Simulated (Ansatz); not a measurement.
**Structure relaxation of WSe2**

Method: DFT PBE, scalar-relativistic, plane waves, PAW in Ansatz. Cutoff 420 eV, Γ-centred k mesh, Gaussian smearing, no spin polarisation in the final step.

The start puts WSe2 on the cubic Laves (C15) structure type (Fd-3m, No. 227), with W in place of Mg, Se in place of Cu, at a guessed volume.

```xyz
6
Lattice="0.0000 4.0395 4.0395 4.0395 0.0000 4.0395 4.0395 4.0395 0.0000" Properties=species:S:1:pos:R:3 pbc="T T T"
W     0.0000    0.0000    0.0000
W     2.0197    2.0197    2.0197
Se    5.0494    5.0494    5.0494
Se    5.0494    3.0296    3.0296
Se    3.0296    3.0296    5.0494
Se    3.0296    5.0494    3.0296
```

Cell and atoms relax at zero pressure; the relaxation can't lower the symmetry of the start. After a coarse first stage the cell is made exact in the group found at 0.06 Å.

Formation energies are uncorrected and refer to the elements' standard structures at the same level.

**Question.** Describe the relaxed structure.

**Answer.** It keeps Fd-3m (No. 227). The result has the cubic Laves (C15) structure. Conventional cell: a = 7.594 Å. W is coordinated by 12 Se at 3.15 Å and 4 W at 3.29 Å; around Se lie 6 Se at 2.68 Å and 6 W at 3.15 Å.

Space group Fd-3m:1 (No. 227). a = 7.594 Å, b = 7.594 Å, c = 7.594 Å, α = 90.00°, β = 90.00°, γ = 90.00°
```tsv
atom	site	symmetry	x	y	z
W	8b	-43m	0.0000	0.0000	0.5000
Se	16c	.-3m	0.1250	0.1250	0.1250
```

**Question.** What are its volume, energy, density and gap?

**Answer.** The volume per atom is 18.25 Å³. The density is 10.37 g/cm³, the energy over the elements is 1.72 eV/atom and the gap on the 8×8×8 mesh is 0 eV (a metal).

The final run used a 8×8×8 mesh on its 6-atom cell and 0.10 eV smearing. For metals, differences of a few meV/atom aren't resolved. Spin–orbit coupling is left out. A structure relaxed within its symmetry needn't be a true minimum. The steps took of the order of 50 core-seconds in all.

Cost: 3 runs of about 0.82 core-minutes in all, on Intel Xeon Platinum 8488C (Sapphire Rapids) (shared hosts).